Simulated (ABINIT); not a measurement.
A run of ABINIT 10.8.3 (patched build):

Contents of run.abi:

```
# Pseudopotentials
pp_dirpath "./"
pseudos "Sn.upf, Se.upf"

# Structure
acell 7.8585384413 7.8585384413 7.8585384413
rprim
     0.0000000000     0.7071067812     0.7071067812
     0.7071067812     0.0000000000     0.7071067812
     0.7071067812     0.7071067812     0.0000000000
ntypat 2
znucl 50 34
natom 2
typat 1 2
xred
     0.0000000000     0.0000000000     0.0000000000
     0.5000000000     0.5000000000     0.5000000000
chkprim 0
chksymtnons 0
tolsym 1.0e-6

# Plane-wave basis
ecut 43.0

# k points
kptopt 1
ngkpt 6 6 6
nshiftk 1
shiftk 0.0 0.0 0.0

# Exchange and correlation
ixc 7

# Bands and occupations
nband 19
occopt 3
tsmear 0.05 eV

# SCF cycle
nstep 100
tolvrs 1.0e-10

# Output
iomode 3
prtwf 0
prtden 0
prteig 0
prtebands 0
enunit 1
```

Potentials or basis: PseudoDojo NC SR LDA v0.4.1 standard.

Launch:

```bash
$ mpirun --bind-to none -np 4 abinit run.abi > log 2>&1
```

Hardware: 4 MPI ranks on AMD EPYC 7R43 64-Core Processor (Zen 3) (shared host).

Task: Estimate the wall time of this run.

Result: Wall time 29 s on 4 MPI ranks on AMD EPYC 7R43 64-Core Processor (Zen 3) (shared host), peak memory 0.32 GiB a rank. Counts: scf iterations 10, mpi ranks 4, k points 16, bands 19, plane waves 4651.
